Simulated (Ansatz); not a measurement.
# Ni: one cell, many SCF starts

Is Ni magnetic at this level, in which order, and do all starts find it? Single-point runs from several starts follow. We look at Ni: the deposited crystal structure (space group Fm-3m, primitive cell doubled), with 2 atoms per cell. Source: COD entry 2100640; the sample's temperature and pressure aren't taken into account.

Method: DFT PBE, PAW, plane waves, scalar-relativistic, in Ansatz 0.2.0.

## Step 1: Starting point

The structure is cubic, space group Fm-3m (No. 225). Conventional cell: a = 3.536 Å, b = 3.536 Å, c = 3.536 Å, α = 90.00°, β = 90.00°, γ = 90.00°. Ni (site symmetry m-3m) has 12 Ni at 2.50 Å as nearest neighbours.

As a file:

```cif
data_structure
_symmetry_space_group_name_H-M 'P 1'
_symmetry_Int_Tables_number 1
_cell_length_a 5.0005
_cell_length_b 2.5003
_cell_length_c 2.5003
_cell_angle_alpha 60.000
_cell_angle_beta 60.000
_cell_angle_gamma 60.000
_cell_volume 22.10
loop_
_atom_site_label
_atom_site_type_symbol
_atom_site_fract_x
_atom_site_fract_y
_atom_site_fract_z
_atom_site_occupancy
Ni1 Ni 0.00000 0.00000 0.00000 1
Ni2 Ni 0.50000 0.00000 0.00000 1
```

Labels such as Ni2 number the atoms in the order of the input file.

Planned first: parallel moments, plain SCF; opposed moments +-, plain SCF; no spin polarisation; spin on, no moments given (the program may seed its own), plain SCF. What is tried next depends on their ends.

A plain SCF has the search for lower states switched off and ends at the first converged state. 

Moments by site are taken inside atomic spheres; the rest lies between them.

## Step 2: Parallel moments, plain SCF

The input, input.yaml:

```yaml
crystal:
  lattice:
    - [0.0, 3.5359, 3.5359]
    - [1.76795, 0.0, 1.76795]
    - [1.76795, 1.76795, 0.0]
  atoms:
    - { symbol: Ni, position: [0.0, 0.0, 0.0], spin: 2.0 }
    - { symbol: Ni, position: [0.5, 0.0, 0.0], spin: 2.0 }
magnetization:
  spin_polarized: true
hamiltonian:
  xc: pbe
  pseudopotentials: { kind: paw }
basis:
  ecutwfc: 420
kpoints:
  mp_grid: { grid: [7, 13, 13] }
scf:
  occupations: { method: gaussian, width: 0.1 }
  lower_state_search: "off"
output:
  forces: true
  stress: true
```

Log, cut to the lines that bear on the results:

```text
Warning: crystal.symmetry: narrowed to the stabiliser of the k-point mesh — unitary ops 24 → 8; excluded 16 operations that carry a point of the 7×13×13 mesh (shift [0, 0, 0]) off the mesh (the run samples exactly the mesh kpoints.mp_grid names, as under crystal.symmetry.detect: false, [...]
Pseudopotentials: kind: paw
Pseudopotential: Ni, paw, valence charge 18, recommended cutoff 420 eV (normal), Ni.paw.azcp
Functional definition: PBE
[...]
Crystal: 2 atoms, lattice volume = 22.104 Å³
Basis set: ecut = 420 eV, 409 PW (Γ), exchange–correlation on 72×36×36 points (8 copies of the dense FFT grid, shifted against one another)
Bands: 24, of which v1, the nominal top of the filled ones, is band 18 counted from 1 (17 counted from 0)
Symmetry: 8 space group operations
k-points: 322 of 1183
[...]
Starting moments: Σ|m| = 4 μB on 2 of 2 sites
[...]
SCF iter   1: F=—  HF=-11678.901333 eV  |F-HF|=—  |Δ(HF+E_count)|=         —  Δρ=1.27e-1 (↑1.14e-1 ↓1.27e-1)  dr2=2.50e-2  dr2_m=2.92e0  M=1.876 μB ∫|m|=2.091 μB  β_m=0.30  ethr=6.96e-5  ⟨swp⟩=1.0  Hψ=76263  notcnv=0
[...]
spin-set hold released at iteration 1 (the charge has settled, or the pull on large starting moments outlasts its swing): the magnetisation degrees of freedom join the quasi-Newton model from the next iteration; the mixer history was flushed
[...]
SCF iter  10: F=-11679.448421 eV  HF=-11679.448421 eV  |F-HF|=6.18e-11  |Δ(HF+E_count)|=   2.75e-8  Δρ=5.23e-6 (↑3.44e-6 ↓5.23e-6)  dr2=2.16e-9  dr2_m=1.48e-9  M=1.246 μB ∫|m|=1.431 μB  ethr=1.20e-10  ⟨swp⟩=2.7  Hψ=49233  notcnv=0
[...]
SCF converged after 10 iterations
Magnetization: 1.2456 μB (18.6228 up, 17.3772 down)
Absolute magnetization: 1.4321 μB (∫|ρ↑−ρ↓|, with the PAW one-centre terms)
Spin contamination: 0.0140 ħ² per cell (⟨S²⟩ above its minimum at these occupations)
Per-site moments (μB) at R_I (Å): [(0.662018420201513, 1.0313567828839743), (0.6620184202015132, 1.0313567828839743)]
Free energy (F): -11679.448421 eV
[...]
E sigma→0 (E₀):  -11679.439717 eV
Entropy (-TS):   -0.017408 eV (-8.704 meV/atom)
Fermi energy:    17.837816 eV
[...]
--- Forces (eV/Å), atoms counted from 1 ---
  atom   1  Ni     0.00000000     0.00000000     0.00000000
  atom   2  Ni     0.00000000     0.00000000     0.00000000
[...]
--- Stress (GPa, compression-positive) ---
       -3.005252       0.036670       0.036670
        0.036669      -2.981744       0.117480
        0.036669       0.117480      -2.981744
  P = ⅓ Tr σ = -2.9896 GPa (-29.896 kbar)
```

Wall time 6.6 s (2 threads of an x86-64 CPU, shared host); peak memory 0.63 GiB.

Result: ferromagnetic, site moments Ni1 0.66, Ni2 0.66 μB, total 1.25 μB per cell, no gap on the k-mesh.

## Step 3: Opposed moments +-, plain SCF

Edit input.yaml of step 2 so:

```diff
@@ -7,3 +7,3 @@
     - { symbol: Ni, position: [0.0, 0.0, 0.0], spin: 2.0 }
-    - { symbol: Ni, position: [0.5, 0.0, 0.0], spin: 2.0 }
+    - { symbol: Ni, position: [0.5, 0.0, 0.0], spin: -2.0 }
 magnetization:
```

Log, cut to the lines that bear on the results:

```text
Warning: crystal.symmetry: narrowed to the stabiliser of the k-point mesh — unitary ops 12 → 4; excluded 8 operations that carry a point of the 7×13×13 mesh (shift [0, 0, 0]) off the mesh (the run samples exactly the mesh kpoints.mp_grid names, as under crystal.symmetry.detect: false, and [...]
[... 11 lines as in an earlier run ...]
Symmetry: 4 space group operations
[... 5 lines as in an earlier run ...]
Starting moments: Σ|m| = 4 μB on 2 of 2 sites
[... 2 lines as in an earlier run ...]
spin-down is spin-up translated by (0.5, 0, 0): one eigenproblem is solved per k-point and the antiferromagnetic symmetry of the starting moments is kept exactly by this SCF (crystal.symmetry.spin_inversion_symmetry: false solves both channels; [...]
SCF iter   1: F=—  HF=-11678.653031 eV  |F-HF|=—  |Δ(HF+E_count)|=         —  Δρ=1.32e-1 (↑1.32e-1 ↓1.32e-1)  dr2=5.12e-2  dr2_m=3.50e0  M=0.000 μB ∫|m|=1.936 μB  β_m=0.30  ethr=1.43e-4  ⟨swp⟩=1.2  Hψ=38521  notcnv=0
[...]
[... 1 line as in an earlier run ...]
[...]
SCF iter  13: F=-11679.337179 eV  HF=-11679.337179 eV  |F-HF|=8.86e-10  |Δ(HF+E_count)|=   6.53e-9  Δρ=2.59e-6 (↑2.59e-6 ↓2.59e-6)  dr2=1.11e-9  dr2_m=2.34e-10  M=0.000 μB ∫|m|=0.662 μB  ethr=1.58e-11  ⟨swp⟩=2.0  Hψ=22634  notcnv=0
[...]
SCF converged after 13 iterations
Magnetization: 0.0000 μB (18.0000 up, 18.0000 down)
Absolute magnetization: 0.6625 μB (∫|ρ↑−ρ↓|, with the PAW one-centre terms)
Spin contamination: 0.2520 ħ² per cell (⟨S²⟩ above its minimum at these occupations)
Per-site moments (μB) at R_I (Å): [(0.32341001193990915, 1.0313567828839743), (-0.32341001193990915, 1.0313567828839743)]
Free energy (F): -11679.337179 eV
[...]
E sigma→0 (E₀):  -11679.322012 eV
Entropy (-TS):   -0.030335 eV (-15.168 meV/atom)
Fermi energy:    17.661588 eV
[...]
--- Forces (eV/Å), atoms counted from 1 ---
  atom   1  Ni     0.00000000     0.00000000     0.00000000
  atom   2  Ni     0.00000000     0.00000000     0.00000000
[...]
--- Stress (GPa, compression-positive) ---
       -3.543639      -0.471144      -0.471144
       -0.471145      -3.394931       0.422385
       -0.471145       0.422385      -3.394931
  P = ⅓ Tr σ = -3.4445 GPa (-34.445 kbar)
```

Run time: 5 s. Hardware: 2 threads of an x86-64 CPU, shared host; peak memory 0.62 GiB.

Result: antiferromagnetic (magnetic neighbours of Ni1 with a moment over 0.3 of its own that point the other way: 6 of 12 at 2.50 Å, 6 of 6 at 3.54 Å), site moments Ni1 0.32, Ni2 -0.32 μB, total 0.00 μB per cell, no gap on the k-mesh. Against step 2, the lowest until now, it is 55.6 meV/atom higher.

## Step 4: No spin polarisation

Edit input.yaml of step 3 so:

```diff
@@ -6,6 +6,4 @@
   atoms:
-    - { symbol: Ni, position: [0.0, 0.0, 0.0], spin: 2.0 }
-    - { symbol: Ni, position: [0.5, 0.0, 0.0], spin: -2.0 }
-magnetization:
-  spin_polarized: true
+    - { symbol: Ni, position: [0.0, 0.0, 0.0] }
+    - { symbol: Ni, position: [0.5, 0.0, 0.0] }
 hamiltonian:
```

Log, cut to the lines that bear on the results:

```text
[... 11 lines as in an earlier run ...]
Bands: 22, of which v1, the nominal top of the filled ones, is band 18 counted from 1 (17 counted from 0)
[... 5 lines as in an earlier run ...]
[...]
[... 2 lines as in an earlier run ...]
SCF iter   1: F=—  HF=-11679.329357 eV  |F-HF|=—  |Δ(HF+E_count)|=         —  Δρ=3.64e-3  dr2=5.48e-4  ethr=1.77e-3  ⟨swp⟩=4.5  Hψ=25679  notcnv=0
[...]
SCF iter   6: F=-11679.329536 eV  HF=-11679.329536 eV  |F-HF|=2.07e-10  |Δ(HF+E_count)|=   2.53e-8  Δρ=5.35e-6  dr2=1.16e-9  ethr=1.42e-10  ⟨swp⟩=3.0  Hψ=25956  notcnv=0
[...]
SCF converged after 6 iterations
Free energy (F): -11679.329536 eV
[...]
E sigma→0 (E₀):  -11679.309317 eV
Entropy (-TS):   -0.040438 eV (-20.219 meV/atom)
Fermi energy:    17.635825 eV
[...]
--- Forces (eV/Å), atoms counted from 1 ---
  atom   1  Ni     0.00000000     0.00000000     0.00000000
  atom   2  Ni     0.00000000     0.00000000    -0.00000000
[...]
--- Stress (GPa, compression-positive) ---
       -4.049230      -0.107928      -0.107928
       -0.107928      -3.879402       0.054173
       -0.107928       0.054173      -3.879402
  P = ⅓ Tr σ = -3.9360 GPa (-39.360 kbar)
```

Wall time 2.4 s (2 threads of an x86-64 CPU, shared host); peak memory 0.55 GiB.

Result: non-magnetic (no spin polarisation), no gap on the k-mesh. Against step 2, the lowest until now, it is 59.4 meV/atom higher.

## Step 5: Spin on, no moments given (the program may seed its own), plain SCF

Edit input.yaml of step 4 so:

```diff
@@ -21 +21,3 @@
   stress: true
+magnetization:
+  spin_polarized: true
```

Log, cut to the lines that bear on the results:

```text
[... 1 line as in an earlier run ...]
band count auto-derived: 24 (N_el = 36.0; filled up to band 18; 22 by the electrons, moments and atoms)
[... 19 lines as in an earlier run ...]
[...]
SCF iter   1: F=—  HF=-11678.050358 eV  |F-HF|=—  |Δ(HF+E_count)|=         —  Δρ=1.79e-1 (↑1.78e-1 ↓1.79e-1)  dr2=1.46e-2  dr2_m=6.45e0  M=2.563 μB ∫|m|=2.563 μB  ethr=4.35e-4  ⟨swp⟩=1.3  Hψ=38549  notcnv=0
[...]
SCF iter  11: F=-11679.448421 eV  HF=-11679.448421 eV  |F-HF|=4.29e-10  |Δ(HF+E_count)|=   1.58e-8  Δρ=6.14e-6 (↑3.17e-6 ↓6.14e-6)  dr2=2.15e-9  dr2_m=2.47e-9  M=1.246 μB ∫|m|=1.431 μB  ethr=2.55e-10  ⟨swp⟩=2.9  Hψ=50470  notcnv=0
[...]
SCF converged after 11 iterations
Magnetization: 1.2456 μB (18.6228 up, 17.3772 down)
Absolute magnetization: 1.4322 μB (∫|ρ↑−ρ↓|, with the PAW one-centre terms)
Spin contamination: 0.0140 ħ² per cell (⟨S²⟩ above its minimum at these occupations)
Per-site moments (μB) at R_I (Å): [(0.6620242260879337, 1.0313567828839743), (0.6620242260879338, 1.0313567828839743)]
Free energy (F): -11679.448421 eV
[...]
E sigma→0 (E₀):  -11679.439717 eV
Entropy (-TS):   -0.017408 eV (-8.704 meV/atom)
Fermi energy:    17.837812 eV
[... 24 lines left out: energy terms, forces, stress ...]
```

Wall time 7 s (2 threads of an x86-64 CPU, shared host); peak memory 0.64 GiB.

This is the state of step 2 again (ferromagnetic), after 11 iterations.

## Step 6: Parallel moments scaled by 0.1, plain SCF

Edit input.yaml of step 5 so:

```diff
@@ -6,4 +6,6 @@
   atoms:
-    - { symbol: Ni, position: [0.0, 0.0, 0.0] }
-    - { symbol: Ni, position: [0.5, 0.0, 0.0] }
+    - { symbol: Ni, position: [0.0, 0.0, 0.0], spin: 0.2 }
+    - { symbol: Ni, position: [0.5, 0.0, 0.0], spin: 0.2 }
+magnetization:
+  spin_polarized: true
 hamiltonian:
@@ -21,3 +23 @@
   stress: true
-magnetization:
-  spin_polarized: true
```

Log, cut to the lines that bear on the results:

```text
[... 11 lines as in an earlier run ...]
Bands: 23, of which v1, the nominal top of the filled ones, is band 18 counted from 1 (17 counted from 0)
[... 6 lines as in an earlier run ...]
Starting moments: Σ|m| = 0.4 μB on 2 of 2 sites
[... 2 lines as in an earlier run ...]
[...]
SCF iter   1: F=—  HF=-11679.359163 eV  |F-HF|=—  |Δ(HF+E_count)|=         —  Δρ=4.72e-2 (↑4.72e-2 ↓1.74e-2)  dr2=1.53e-1  dr2_m=1.74e-1  M=0.700 μB ∫|m|=0.710 μB  β_m=1.00  ethr=4.26e-4  ⟨swp⟩=1.0  Hψ=73312  notcnv=0
[...]
spin-set hold released at iteration 5 (site moments contracting): the magnetisation degrees of freedom join the quasi-Newton model from the next iteration; the mixer history was flushed
[...]
SCF iter  13: F=-11679.448421 eV  HF=-11679.448421 eV  |F-HF|=6.18e-11  |Δ(HF+E_count)|=   1.41e-8  Δρ=4.32e-6 (↑2.26e-6 ↓4.32e-6)  dr2=5.50e-10  dr2_m=2.01e-9  M=1.246 μB ∫|m|=1.431 μB  ethr=1.75e-10  ⟨swp⟩=2.6  Hψ=49071  notcnv=0
[...]
SCF converged after 13 iterations
Magnetization: 1.2456 μB (18.6228 up, 17.3772 down)
Absolute magnetization: 1.4322 μB (∫|ρ↑−ρ↓|, with the PAW one-centre terms)
Spin contamination: 0.0140 ħ² per cell (⟨S²⟩ above its minimum at these occupations)
Per-site moments (μB) at R_I (Å): [(0.6620251043454077, 1.0313567828839743), (0.6620251043454077, 1.0313567828839743)]
Free energy (F): -11679.448421 eV
[...]
E sigma→0 (E₀):  -11679.439717 eV
Entropy (-TS):   -0.017408 eV (-8.704 meV/atom)
Fermi energy:    17.837793 eV
[... 24 lines left out: energy terms, forces, stress ...]
```

It took 9.4 s on 2 threads of an x86-64 CPU, shared host; peak memory 0.61 GiB.

Nothing new: the 13 iterations lead to the state found in step 2 (ferromagnetic).

## Step 7: Moments +- scaled by 0.5, plain SCF

Edit input.yaml of step 6 so:

```diff
@@ -6,4 +6,4 @@
   atoms:
-    - { symbol: Ni, position: [0.0, 0.0, 0.0], spin: 0.2 }
-    - { symbol: Ni, position: [0.5, 0.0, 0.0], spin: 0.2 }
+    - { symbol: Ni, position: [0.0, 0.0, 0.0], spin: 1.0 }
+    - { symbol: Ni, position: [0.5, 0.0, 0.0], spin: -1.0 }
 magnetization:
```

Log, cut to the lines that bear on the results:

```text
[... 18 lines as in an earlier run ...]
Starting moments: Σ|m| = 2 μB on 2 of 2 sites
[... 3 lines as in an earlier run ...]
[...]
SCF iter   1: F=—  HF=-11679.232639 eV  |F-HF|=—  |Δ(HF+E_count)|=         —  Δρ=4.58e-2 (↑4.58e-2 ↓4.58e-2)  dr2=1.25e-1  dr2_m=3.54e-1  M=0.000 μB ∫|m|=1.223 μB  β_m=0.30  ethr=3.48e-4  ⟨swp⟩=1.0  Hψ=36766  notcnv=0
[...]
spin-set hold released at iteration 8 (site moments contracting): the magnetisation degrees of freedom join the quasi-Newton model from the next iteration; the mixer history was flushed
[...]
SCF iter  18: F=-11679.337179 eV  HF=-11679.337179 eV  |F-HF|=1.96e-10  |Δ(HF+E_count)|=   2.84e-9  Δρ=1.25e-6 (↑1.25e-6 ↓1.25e-6)  dr2=1.10e-10  dr2_m=2.26e-10  M=0.000 μB ∫|m|=0.662 μB  ethr=3.04e-11  ⟨swp⟩=1.7  Hψ=22194  notcnv=0
[...]
SCF converged after 18 iterations
Magnetization: 0.0000 μB (18.0000 up, 18.0000 down)
Absolute magnetization: 0.6625 μB (∫|ρ↑−ρ↓|, with the PAW one-centre terms)
Spin contamination: 0.2520 ħ² per cell (⟨S²⟩ above its minimum at these occupations)
Per-site moments (μB) at R_I (Å): [(0.32340707399386776, 1.0313567828839743), (-0.32340707399386776, 1.0313567828839743)]
Free energy (F): -11679.337179 eV
[...]
E sigma→0 (E₀):  -11679.322012 eV
Entropy (-TS):   -0.030336 eV (-15.168 meV/atom)
Fermi energy:    17.661572 eV
[... 24 lines left out: energy terms, forces, stress ...]
```

Wall time 5.9 s (2 threads of an x86-64 CPU, shared host); peak memory 0.61 GiB.

Nothing new: the 18 iterations lead to the state found in step 3 (antiferromagnetic).

## Step 8: A moment on one site alone, plain SCF

Edit input.yaml of step 7 so:

```diff
@@ -6,4 +6,4 @@
   atoms:
-    - { symbol: Ni, position: [0.0, 0.0, 0.0], spin: 1.0 }
-    - { symbol: Ni, position: [0.5, 0.0, 0.0], spin: -1.0 }
+    - { symbol: Ni, position: [0.0, 0.0, 0.0], spin: 2.0 }
+    - { symbol: Ni, position: [0.5, 0.0, 0.0] }
 magnetization:
```

Log, cut to the lines that bear on the results:

```text
[... 18 lines as in an earlier run ...]
Starting moments: Σ|m| = 2 μB on 1 of 2 sites
[... 2 lines as in an earlier run ...]
SCF iter   1: F=—  HF=-11679.250599 eV  |F-HF|=—  |Δ(HF+E_count)|=         —  Δρ=1.07e-1 (↑1.07e-1 ↓4.13e-2)  dr2=3.00e0  dr2_m=6.33e-1  M=1.378 μB ∫|m|=1.492 μB  β_m=0.30  ethr=3.10e-3  ⟨swp⟩=4.6  Hψ=53330  notcnv=0
[...]
spin-set hold released at iteration 5 (the charge has settled, or the pull on large starting moments outlasts its swing): the magnetisation degrees of freedom join the quasi-Newton model from the next iteration; the mixer history was flushed
[...]
SCF iter  23: F=-11679.448421 eV  HF=-11679.448421 eV  |F-HF|=2.00e-8  |Δ(HF+E_count)|=   2.09e-8  Δρ=8.96e-6 (↑3.21e-6 ↓8.96e-6)  dr2=2.22e-8  dr2_m=3.01e-9  M=1.246 μB ∫|m|=1.431 μB  ethr=2.78e-10  ⟨swp⟩=3.5  Hψ=42081  notcnv=0
[...]
SCF converged after 23 iterations
Magnetization: 1.2456 μB (18.6228 up, 17.3772 down)
Absolute magnetization: 1.4322 μB (∫|ρ↑−ρ↓|, with the PAW one-centre terms)
Spin contamination: 0.0140 ħ² per cell (⟨S²⟩ above its minimum at these occupations)
Per-site moments (μB) at R_I (Å): [(0.662002330993409, 1.0313567828839743), (0.66203541547055, 1.0313567828839743)]
Free energy (F): -11679.448421 eV
[...]
E sigma→0 (E₀):  -11679.439717 eV
Entropy (-TS):   -0.017408 eV (-8.704 meV/atom)
Fermi energy:    17.837826 eV
[... 24 lines left out: energy terms, forces, stress ...]
```

It took 10 s on 2 threads of an x86-64 CPU, shared host; peak memory 0.62 GiB.

This is the state of step 2 again (ferromagnetic), after 23 iterations.

## Step 9: Parallel moments, spin not held back in the first iterations, no switch to direct minimisation

Edit input.yaml of step 8 so:

```diff
@@ -7,3 +7,3 @@
     - { symbol: Ni, position: [0.0, 0.0, 0.0], spin: 2.0 }
-    - { symbol: Ni, position: [0.5, 0.0, 0.0] }
+    - { symbol: Ni, position: [0.5, 0.0, 0.0], spin: 2.0 }
 magnetization:
@@ -20,2 +20,4 @@
   lower_state_search: "off"
+  algorithm: density_mixing
+  mixing: { spin_hold: "off" }
 output:
```

Log, cut to the lines that bear on the results:

```text
[... 18 lines as in an earlier run ...]
Starting moments: Σ|m| = 4 μB on 2 of 2 sites
[... 2 lines as in an earlier run ...]
[...]
SCF iter   1: F=—  HF=-11678.832454 eV  |F-HF|=—  |Δ(HF+E_count)|=         —  Δρ=1.24e-1 (↑1.09e-1 ↓1.24e-1)  dr2=2.91e-2  dr2_m=2.73e0  M=1.872 μB ∫|m|=2.020 μB  β_m=0.30  ethr=8.10e-5  ⟨swp⟩=1.0  Hψ=76209  notcnv=0
[...]
SCF iter  10: F=-11679.448421 eV  HF=-11679.448421 eV  |F-HF|=4.94e-9  |Δ(HF+E_count)|=   1.05e-8  Δρ=8.60e-6 (↑4.40e-6 ↓8.60e-6)  dr2=9.31e-9  dr2_m=2.94e-9  M=1.246 μB ∫|m|=1.431 μB  ethr=2.78e-10  ⟨swp⟩=3.9  Hψ=46795  notcnv=0
[...]
SCF converged after 10 iterations
Magnetization: 1.2456 μB (18.6228 up, 17.3772 down)
Absolute magnetization: 1.4321 μB (∫|ρ↑−ρ↓|, with the PAW one-centre terms)
Spin contamination: 0.0140 ħ² per cell (⟨S²⟩ above its minimum at these occupations)
Per-site moments (μB) at R_I (Å): [(0.6620123935952813, 1.0313567828839743), (0.6620123935952812, 1.0313567828839743)]
Free energy (F): -11679.448421 eV
[...]
E sigma→0 (E₀):  -11679.439717 eV
Entropy (-TS):   -0.017408 eV (-8.704 meV/atom)
Fermi energy:    17.837749 eV
[... 24 lines left out: energy terms, forces, stress ...]
```

Run time: 6.1 s. Hardware: 2 threads of an x86-64 CPU, shared host; peak memory 0.63 GiB.

Nothing new: the 10 iterations lead to the state found in step 2 (ferromagnetic).

## Step 10: Comparing the starts

```tsv
step	iterations	state	moments of Ni1 Ni2 (μB)	total (μB)	gap (eV)	pressure (GPa)	above lowest (meV/atom)
2	10	1	0.66 0.66	1.25	none	-3.0	0.0
3	13	2	0.32 -0.32	0.00	none	-3.4	55.6
4	6	3	0.00 0.00	0.00	none	-3.9	59.4
5	11	1	0.66 0.66	1.25	none	-3.0	0.0
6	13	1	0.66 0.66	1.25	none	-3.0	0.0
7	18	2	0.32 -0.32	0.00	none	-3.4	55.6
8	23	1	0.66 0.66	1.25	none	-3.0	0.0
9	10	1	0.66 0.66	1.25	none	-3.0	0.0
```

States are numbered from the lowest. Starts by step: 2 parallel moments, plain SCF; 3 opposed moments +-, plain SCF; 4 no spin polarisation; 5 spin on, no moments given (the program may seed its own), plain SCF; 6 parallel moments scaled by 0.1, plain SCF; 7 moments +- scaled by 0.5, plain SCF; 8 a moment on one site alone, plain SCF; 9 parallel moments, spin not held back in the first iterations, no switch to direct minimisation.

The 8 runs of this session took 53 s in all, from 2.4 s to 10 s each.

Decimal logarithm of the largest residual (eV) by iteration, counted through all cycles of a run (7 of the 8 runs):

```tsv
iteration	step 2	step 3	step 4	step 5	step 6	step 7	step 8
1	0.5	0.5	-3.3	0.8	-0.8	-0.5	0.5
2	0.2	0.3	-4.0	-0.4	-1.1	-0.6	1.1
3	-0.9	-0.8	-4.9	-0.6	-1.4	-0.8	0.1
4	-1.9	-1.4	-6.3	-0.5	-2.0	-0.9	0.1
5	-2.9	-2.2	-7.3	-2.3	-2.6	-1.1	-0.1
7	-4.5	-3.8	-	-3.1	-2.4	-1.4	1.1
9	-7.3	-5.2	-	-5.7	-4.8	-1.6	-0.6
11	-	-7.0	-	-8.6	-6.7	-3.0	-1.6
13	-	-9.0	-	-	-8.7	-5.4	-1.8
15	-	-	-	-	-	-6.0	-2.5
17	-	-	-	-	-	-8.0	-3.1
19	-	-	-	-	-	-	-5.4
21	-	-	-	-	-	-	-6.8
23	-	-	-	-	-	-	-7.7
```

## Step 11: Summary of results

```
                      quantity                                                      value
               distinct states                                    3 from 8 converged runs
lowest state from plain starts                                              ferromagnetic
                   its moments                                      Ni1 0.66, Ni2 0.66 μB
                  total moment                                           1.25 μB per cell
             gap on the k-mesh                                                       none
                      pressure                                                   -3.0 GPa
                 largest force                                                 0.000 eV/Å
                    next state                    antiferromagnetic, 55.6 meV/atom higher
                 highest state  non-magnetic (no spin polarisation), 59.4 meV/atom higher
```

What this shows: 8 runs converged, to 3 different states. Switching spin polarisation off costs 59.4 meV/atom in free energy, smearing entropy included. The best antiferromagnetic state lies 55.6 meV/atom above the best ferromagnetic one. These are lowest states among those tried, not proven ground states. The mesh has less symmetry than the lattice, which lowers the symmetry of the run.
